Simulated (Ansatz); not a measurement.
NaBr:
```xyz
2
Lattice="0.0000 2.9737 2.9737 2.9737 0.0000 2.9737 2.9737 2.9737 0.0000" Properties=species:S:1:pos:R:3 pbc="T T T"
Na     0.0000     0.0000     0.0000
Br     2.9737     2.9737     2.9737
```

Relaxed with r²SCAN. Special points in fractions of this cell's reciprocal vectors: Γ (0.000, 0.000, 0.000); X (0.500, 0.000, 0.500); U (0.625, 0.250, 0.625); K (0.375, 0.375, 0.750); L (0.500, 0.500, 0.500); W (0.500, 0.250, 0.750).

**Question.** List the band energies nearest the valence-band maximum at these points for r²SCAN (plane waves, PAW; program Ansatz).

**Answer.** In eV from the valence-band maximum; about four levels below and three above (degenerate sets whole), none deeper than 8.9 eV; points with the same levels are listed once.

```tsv
k	below	above
Γ	0.00 0.00 0.00	4.98 10.53 10.53 10.53
X	-1.85 -0.69 -0.69	6.99 7.57 11.66
U	-1.57 -1.25 -0.57	7.67 8.79 10.62
L	-2.09 -0.29 -0.29	6.86 10.29 10.29
W	-1.34 -1.34 -0.85	8.42 9.51 9.51
```

Space group Fm-3m (rock salt). Symmetry was held in the r²SCAN relaxation; phonons on a q-mesh show no instability. Scalar-relativistic: spin–orbit coupling is off unless named, which matters more the heavier the elements.

Potentials: the later of the program's two PAW sets.
